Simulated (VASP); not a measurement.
# Si35Ge (a cell with a defect) in VASP: further runs, part 2 of 2

VASP 6.6.1. Earlier steps stand in the parts before.

## Step 5: Single point, LDA (grid = ENCUT=350 dk=0.45 cell=3x3x2 ISMEAR=0 SIGMA=0.05 LREAL=False EDIFF=1e-06)

INCAR

```
  PREC = Accurate
  ENCUT = 350
  EDIFF = 1E-6
  ISMEAR = 0
  SIGMA = 0.05
  LREAL = F
  LASPH = T
  NELM = 120
  ALGO = Fast
  ISIF = 2
  LWAVE = F
  LCHARG = F
  GGA = CA
  NBANDS = 89
  NCORE = 1
  KPAR = 2
```

KPOINTS

```
regular mesh
0
Gamma
  2 2 3
```

POSCAR

```
Si35Ge
1.0
    0.0000000000      8.1655535595      8.1655535595
    8.1655535595      0.0000000000      8.1655535595
    5.4437023730      5.4437023730      0.0000000000
Ge Si
1 35
Direct
    0.1666666667      0.1666666667      0.2500000000
    0.1666666667      0.1666666667      0.7500000000
    0.1666666667      0.5000000000      0.2500000000
    0.1666666667      0.5000000000      0.7500000000
    0.1666666667      0.8333333333      0.2500000000
    0.1666666667      0.8333333333      0.7500000000
    0.5000000000      0.1666666667      0.2500000000
    0.5000000000      0.1666666667      0.7500000000
    0.5000000000      0.5000000000      0.2500000000
    0.5000000000      0.5000000000      0.7500000000
    0.5000000000      0.8333333333      0.2500000000
    0.5000000000      0.8333333333      0.7500000000
    0.8333333333      0.1666666667      0.2500000000
    0.8333333333      0.1666666667      0.7500000000
    0.8333333333      0.5000000000      0.2500000000
    0.8333333333      0.5000000000      0.7500000000
    0.8333333333      0.8333333333      0.2500000000
    0.8333333333      0.8333333333      0.7500000000
    0.2500000000      0.2500000000      0.3750000000
    0.2500000000      0.2500000000      0.8750000000
    0.2500000000      0.5833333333      0.3750000000
    0.2500000000      0.5833333333      0.8750000000
    0.2500000000      0.9166666667      0.3750000000
    0.2500000000      0.9166666667      0.8750000000
    0.5833333333      0.2500000000      0.3750000000
    0.5833333333      0.2500000000      0.8750000000
    0.5833333333      0.5833333333      0.3750000000
    0.5833333333      0.5833333333      0.8750000000
    0.5833333333      0.9166666667      0.3750000000
    0.5833333333      0.9166666667      0.8750000000
    0.9166666667      0.2500000000      0.3750000000
    0.9166666667      0.2500000000      0.8750000000
    0.9166666667      0.5833333333      0.3750000000
    0.9166666667      0.5833333333      0.8750000000
    0.9166666667      0.9166666667      0.3750000000
    0.9166666667      0.9166666667      0.8750000000
```

Potentials or basis: VASP PAW LDA potentials, release 64 (Ge_d, Si).

The run is started by

```
$ cat potpaw_LDA.64/Ge_d/POTCAR potpaw_LDA.64/Si/POTCAR > POTCAR
$ mpirun -np 4 vasp_std > vasp.out
```

OUTCAR:

```text
PREC = Accurate
   ENCUT = 350
   EDIFF = 1E-6
   ISMEAR = 0
   LREAL = F
   LASPH = T
   NELM = 120
   ISIF = 2
   GGA = CA

 Found      6 irreducible k-points:

 Following reciprocal coordinates:
            Coordinates               Weight
  0.000000  0.000000  0.000000      1.000000
  0.500000  0.000000  0.000000      2.000000
  0.500000  0.500000  0.000000      1.000000
  0.000000  0.000000  0.333333      2.000000
  0.500000  0.000000  0.333333      4.000000
  0.500000  0.500000  0.333333      2.000000
   k-points           NKPTS =      6   k-points in BZ     NKDIM =      6   number of bands    NBANDS=     90
   number of dos      NEDOS =    301   number of ions     NIONS =     36
   total plane-waves  NPLWV = 235200
   dimension x,y,z NGX =    70 NGY =   70 NGZ =   48
   dimension x,y,z NGXF=   140 NGYF=  140 NGZF=   96
   ions per type =               1  35
   NGX,Y,Z   is equivalent  to a cutoff of  10.08, 10.08, 10.37 a.u.
   NGXF,Y,Z  is equivalent  to a cutoff of  20.15, 20.15, 20.73 a.u.
 SYSTEM =  unknown system
   PREC   = accura    normal or accurate (medium, high low for compatibility)
[... 64 lines left out ...]

 k-point     1 :       0.0000    0.0000    0.0000
  band No.  band energies     occupation
      1     -18.5808      2.00000
      2     -18.5808      2.00000
      3     -18.5807      2.00000
      4     -18.5512      2.00000
      5     -18.5512      2.00000
      6      -6.2660      2.00000
[... 541 lines left out ...]
     88       8.3760      0.00000
     89       8.3851      0.00000
 [bands above 89 left out]

------------------------ aborting loop because EDIFF is reached ----------------------------------------

  FORCE on cell =-STRESS in cart. coord.  units (eV):
  Direction    XX          YY          ZZ          XY          YZ          ZX
  --------------------------------------------------------------------------------------
  -------------------------------------------------------------------------------------
  Total       -8.1854795     -8.1854795     -8.1857069      0.0013611      0.0005132      0.0005132
  in kB      -18.0658781    -18.0658781    -18.0663800      0.0030041      0.0011326      0.0011326
  external PRESSURE =     -18.0660454 kB  Pullay stress =       0.0000000 kB

 VOLUME and BASIS-vectors are now :
 -----------------------------------------------------------------------------
  energy-cutoff  :      350.00
  volume of cell :      725.93
      direct lattice vectors                 reciprocal lattice vectors
     0.000000000  8.165553559  8.165553559    -0.061232836  0.061232836  0.061232836
     8.165553559  0.000000000  8.165553559     0.061232836 -0.061232836  0.061232836
     5.443702373  5.443702373  0.000000000     0.091849254  0.091849254 -0.091849254

 POSITION                                       TOTAL-FORCE (eV/Angst)
 -----------------------------------------------------------------------------------
      2.72185      2.72185      2.72185         0.000003      0.000003      0.001403
      5.44370      5.44370      2.72185        -0.001077     -0.001077      0.020096
      5.44370      2.72185      5.44370        -0.003074      0.011712     -0.003436
      8.16555      5.44370      5.44370        -0.009657      0.001173     -0.001001
      8.16555      2.72185      8.16555         0.002082      0.010276      0.002220
     10.88740      5.44370      8.16555        -0.009320     -0.002818      0.001287
[... 28 lines left out ...]
      9.52648      9.52648     14.97018         0.000150      0.000150      0.000176
     12.24833     12.24833     14.97018        -0.000052     -0.000052      0.000640
 -----------------------------------------------------------------------------------
    total drift:                               -0.001081     -0.001081      0.000501

  FREE ENERGIE OF THE ION-ELECTRON SYSTEM (eV)
  ---------------------------------------------------
  free  energy   TOTEN  =      -213.1538591554 eV

  energy  without entropy=     -213.1538591554  energy(sigma->0) =     -213.15385916
```

OSZICAR:

```text
N       E                     dE             d eps       ncg     rms          rms(c)
DAV:   1     0.526049862136E+03    0.52605E+03   -0.46718E+04  1096   0.121E+03
DAV:   2    -0.126580229552E+03   -0.65263E+03   -0.62176E+03  1216   0.219E+02
DAV:   3    -0.213525313238E+03   -0.86945E+02   -0.83800E+02  1268   0.885E+01
[... 12 lines left out ...]
RMM:  16    -0.213153892553E+03    0.25782E-05   -0.29823E-05  1639   0.140E-02    0.946E-02
RMM:  17    -0.213153889857E+03    0.26965E-05   -0.76542E-06  1271   0.693E-03    0.115E-01
RMM:  18    -0.213153860882E+03    0.28974E-04   -0.10171E-04  1947   0.150E-02    0.277E-02
RMM:  19    -0.213153858971E+03    0.19117E-05   -0.11579E-05  1530   0.641E-03    0.129E-02
RMM:  20    -0.213153859155E+03   -0.18467E-06   -0.11538E-06   756   0.299E-03
   1 F= -.21315386E+03 E0= -.21315386E+03  d E =-.164055E-11
```

Wall time 96 s (4 MPI ranks of Intel Xeon Platinum 8488C (Sapphire Rapids), shared host); peak memory 0.34 GiB.

The run converged, but some of its settings lie outside the range that counts as converged, so its numbers aren't taken as properties of the crystal.

What came out:

* Free energy: -213.1539 eV
* Largest force: 0.390 eV/Å
* Band gap on the k mesh: 0.60 eV, indirect (least direct gap 0.61 eV)

Caveat: the cutoff is under 1.25 times the usual one of these potentials, so pressure, stress and relaxed cells hold a basis-set (Pulay) error.
